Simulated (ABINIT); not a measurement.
# AlN (P6_3mc) in ABINIT: notebook, part 2 of 2

ABINIT 10.8.3 (patched build).

## Step 5: Band structure, AM05

run.abi reads:

```
# Datasets: ground state, then fixed potential
ndtset 2

# Pseudopotentials
pp_dirpath "./"
pseudos "Al.GGA_PBE-JTH.xml, N.GGA_PBE-JTH.xml"

# Structure
acell 5.882717426 5.882717426 9.4127258268
rprim
     1.0000000000     0.0000000000     0.0000000000
    -0.5000000000     0.8660254038     0.0000000000
     0.0000000000     0.0000000000     1.0000000000
ntypat 2
znucl 13 7
natom 4
typat 1 1 2 2
xcart
     2.9413587133     1.6981942446     4.7063629134
    -0.0000000003     3.3963884896     0.0000000000
     2.9413587133     1.6981942446     8.2831987275
    -0.0000000003     3.3963884896     3.5768358142

# Plane-wave basis
ecut 25.0
pawecutdg 47.0

# Exchange and correlation
ixc -120135

# Bands and occupations
occopt 3
tsmear 0.00183747

# SCF cycle
nstep 100

# Output
iomode 3
prtwf 0
prteig 0
prtebands 0
enunit 2
prtden1 1

# Dataset 1
kptopt1 1
ngkpt1 10 10 6
nshiftk1 1
shiftk1 0.0 0.0 0.0
nband1 12
tolvrs1 1.0e-9

# Dataset 2: bands along G-M-K-G-A-L-H-A
iscf2 -2
getden2 1
nband2 16
nbdbuf2 2
tolwfr2 1.0e-12
kptopt2 -7
ndivsm2 6
prteig2 1
prtvol2 -3
kptbounds2
     0.0000000000     0.0000000000     0.0000000000
     0.5000000000     0.0000000000     0.0000000000
     0.3333333333     0.3333333333     0.0000000000
     0.0000000000     0.0000000000     0.0000000000
     0.0000000000     0.0000000000     0.5000000000
     0.5000000000     0.0000000000     0.5000000000
     0.3333333333     0.3333333333     0.5000000000
     0.0000000000     0.0000000000     0.5000000000
```

Started as:

```console
$ abinit run.abi > log 2>&1
```

Run time: 72 s. Hardware: 1 thread of Arm Neoverse V1, shared host; peak memory 0.13 GiB.

The run converged. Its results:

| Quantity | Value |
| --- | --- |
| Free energy | -661.9806 eV |
| Largest force | 0.137 eV/Å |
| Band gap on the k mesh | 4.18 eV, direct |
| Valence electrons inside the program's atomic spheres | Al 0.90; N 2.61 |

Forces in eV/Å, atoms in the order of the input:
```
Al   0.000  0.000 -0.137
Al   0.000  0.000 -0.137
N    0.000  0.000  0.137
N    0.000  0.000  0.137
```

Levels at the corners of the path, in eV from the valence-band top:
| point | band 6 | band 7 | band 8 | band 9 | band 10 | band 11 |
| --- | --- | --- | --- | --- | --- | --- |
| Γ | -0.18 | -0.18 | 0.00 | 4.18 | 6.59 | 10.51 |
| M | -2.09 | -1.81 | -0.66 | 5.69 | 5.70 | 8.12 |
| K | -2.45 | -2.41 | -2.41 | 4.90 | 8.27 | 9.59 |
| Γ | -0.18 | -0.18 | 0.00 | 4.18 | 6.59 | 10.51 |
| A | -0.52 | -0.52 | -0.52 | 6.41 | 6.41 | 10.23 |
| L | -1.45 | -1.37 | -1.37 | 5.20 | 5.20 | 9.17 |
| H | -3.89 | -0.79 | -0.79 | 7.32 | 7.32 | 7.75 |
| A | -0.52 | -0.52 | -0.52 | 6.41 | 6.41 | 10.23 |

Caveat: the PAW data sets were made with another functional, which shifts forces and pressure a little.

## Step 6: Band structure, BLYP

run.abi, as its differences from that of step 5:

```diff
@@ -8,7 +8,7 @@
 # Structure
-acell 5.882717426 5.882717426 9.4127258268
+acell 3*1.0 Angstrom
 rprim
-     1.0000000000     0.0000000000     0.0000000000
-    -0.5000000000     0.8660254038     0.0000000000
-     0.0000000000     0.0000000000     1.0000000000
+     3.1130000000     0.0000000000     0.0000000000
+    -1.5565000000     2.6959370820     0.0000000000
+     0.0000000000     0.0000000000     4.9810000000
 ntypat 2
@@ -18,9 +18,9 @@
 xcart
-     2.9413587133     1.6981942446     4.7063629134
-    -0.0000000003     3.3963884896     0.0000000000
-     2.9413587133     1.6981942446     8.2831987275
-    -0.0000000003     3.3963884896     3.5768358142
+     1.5565000002     0.8986456939     2.4905000000
+    -0.0000000002     1.7972913881     0.0000000000
+     1.5565000002     0.8986456939     4.3832800000
+    -0.0000000002     1.7972913881     1.8927800000 Angstrom
 
 # Plane-wave basis
-ecut 25.0
+ecut 680.284656 eV
 pawecutdg 47.0
@@ -28,3 +28,3 @@
 # Exchange and correlation
-ixc -120135
+ixc -106131
 
@@ -32,3 +32,3 @@
 occopt 3
-tsmear 0.00183747
+tsmear 0.05 eV
 
@@ -42,3 +42,2 @@
 prtebands 0
-enunit 2
 prtden1 1
```

Potentials or basis: JTH PAW PBE v2.0.

Started as:

```console
$ abinit run.abi > log 2>&1
```

It took 70 s on 1 thread of Arm Neoverse V1, shared host; peak memory 0.13 GiB.

Results (log left out):

| Item | Value |
| --- | --- |
| Free energy | -664.7648 eV |
| Largest force | 0.109 eV/Å |
| Band gap on the k mesh | 4.51 eV, direct |
| Valence electrons inside the program's atomic spheres | Al 0.91; N 2.66 |

Forces in eV/Å, atoms in the order of the input:
```
Al   0.000  0.000 -0.109
Al   0.000  0.000 -0.109
N    0.000  0.000  0.109
N    0.000  0.000  0.109
```

Levels at the corners of the path, in eV from the valence-band top:
| point | band 4 | band 5 | band 6 | band 7 | band 8 | band 9 | band 10 | band 11 | band 12 | band 13 |
| --- | --- | --- | --- | --- | --- | --- | --- | --- | --- | --- |
| Γ | -0.83 | -0.83 | -0.18 | -0.18 | 0.00 | 4.51 | 6.84 | 10.87 | 11.29 | 11.29 |
| M | -4.08 | -3.28 | -2.04 | -1.72 | -0.66 | 6.11 | 6.14 | 8.39 | 10.55 | 11.10 |
| K | -3.72 | -3.72 | -2.37 | -2.34 | -2.34 | 5.44 | 8.67 | 9.94 | 9.94 | 11.60 |
| Γ | -0.83 | -0.83 | -0.18 | -0.18 | 0.00 | 4.51 | 6.84 | 10.87 | 11.29 | 11.29 |
| A | -3.23 | -0.51 | -0.51 | -0.51 | -0.51 | 6.69 | 6.69 | 10.53 | 10.53 | 11.61 |
| L | -5.48 | -1.43 | -1.43 | -1.33 | -1.33 | 5.63 | 5.63 | 9.49 | 9.49 | 11.97 |
| H | -4.76 | -3.73 | -3.73 | -0.79 | -0.79 | 7.75 | 7.75 | 8.11 | 8.11 | 11.96 |
| A | -3.23 | -0.51 | -0.51 | -0.51 | -0.51 | 6.69 | 6.69 | 10.53 | 10.53 | 11.61 |

Caveat: the PAW data sets were made with another functional, which shifts forces and pressure a little.

## Step 7: The runs side by side

| level | potentials or basis | cutoff (eV) | fine-grid cutoff | gap on the mesh (eV) | largest force (eV/Å) |
| --- | --- | --- | --- | --- | --- |
| PBE | SPMS NC PBE v1.0 | 925 | - | 4.23 | 0.13 |
| PBEsol | JTH PAW PBE v2.0 | 680 | 1278.94 eV | 4.12 | 0.13 |
| revPBE | JTH PAW PBE v2.0 | 680 | 1278.94 eV | 4.23 | 0.14 |
| AM05 | JTH PAW PBE v2.0 | 680 | 1278.94 eV | 4.18 | 0.14 |
| BLYP | JTH PAW PBE v2.0 | 680 | 1278.94 eV | 4.51 | 0.11 |

Alike in all rows: task band structure; no spin polarisation; cell as given; k mesh 10 × 10 × 6; smearing fermi-dirac 0.05 eV.

Caveats: the PAW data sets were made with another functional, which shifts forces and pressure a little (some runs).

Total energies depend on the potentials used, so only differences within one code and one set of settings carry meaning.

## Step 8: How close it comes

Step 2. Measured gap of AlN: 6.0343 eV (an exciton energy, a little under the gap; 0 K; quoted in “Structural and optical properties of self-assembled AlN nanowires grown on SiO2/Si substrates by molecular beam epitaxy”, 2024, arxiv:2402.00216). This calculation gives 4.23 eV (-1.80 eV). 2 values of this kind are on record (6.034 to 6.0343 eV); this one was drawn at random. The value is that of PBE, without temperature or zero-point motion. Semilocal functionals fall short of measured gaps as a rule.

Step 3. A measured gap of AlN is 6.034 eV (an exciton energy, a little under the gap; 10 K; quoted in “Self-assembly of well-separated AlN nanowires directly on sputtered metallic TiN films”, 2019, arxiv:1910.07391); the calculated 4.12 eV misses it by -1.92 eV. 2 values of this kind are on record (6.034 to 6.0343 eV); this one was drawn at random. The value is that of PBEsol on a finite k mesh, which can miss the band edges, without temperature or zero-point motion. Semilocal functionals fall short of measured gaps as a rule.

Step 4. Measured gap of AlN: 6.034 eV (an exciton energy, a little under the gap; 10 K; quoted in “Self-assembly of well-separated AlN nanowires directly on sputtered metallic TiN films”, 2019, arxiv:1910.07391). This calculation gives 4.23 eV (-1.80 eV). 2 values of this kind are on record (6.034 to 6.0343 eV); this one was drawn at random. The value is that of revPBE on a finite k mesh, which can miss the band edges, without temperature or zero-point motion. Semilocal functionals fall short of measured gaps as a rule.

Step 5. A measured gap of AlN is 6.0343 eV (an exciton energy, a little under the gap; 0 K; quoted in “Structural and optical properties of self-assembled AlN nanowires grown on SiO2/Si substrates by molecular beam epitaxy”, 2024, arxiv:2402.00216); the calculated 4.18 eV misses it by -1.85 eV. 2 values of this kind are on record (6.034 to 6.0343 eV); this one was drawn at random. The value is that of AM05 on a finite k mesh, which can miss the band edges, without temperature or zero-point motion. Semilocal functionals fall short of measured gaps as a rule.

Step 6. Against the measured gap of AlN, 6.034 eV (an exciton energy, a little under the gap; 10 K; quoted in “Self-assembly of well-separated AlN nanowires directly on sputtered metallic TiN films”, 2019, arxiv:1910.07391), the calculated 4.51 eV is off by -1.52 eV. 2 values of this kind are on record (6.034 to 6.0343 eV); this one was drawn at random. The value is that of BLYP on a finite k mesh, which can miss the band edges, without temperature or zero-point motion. Semilocal functionals fall short of measured gaps as a rule.
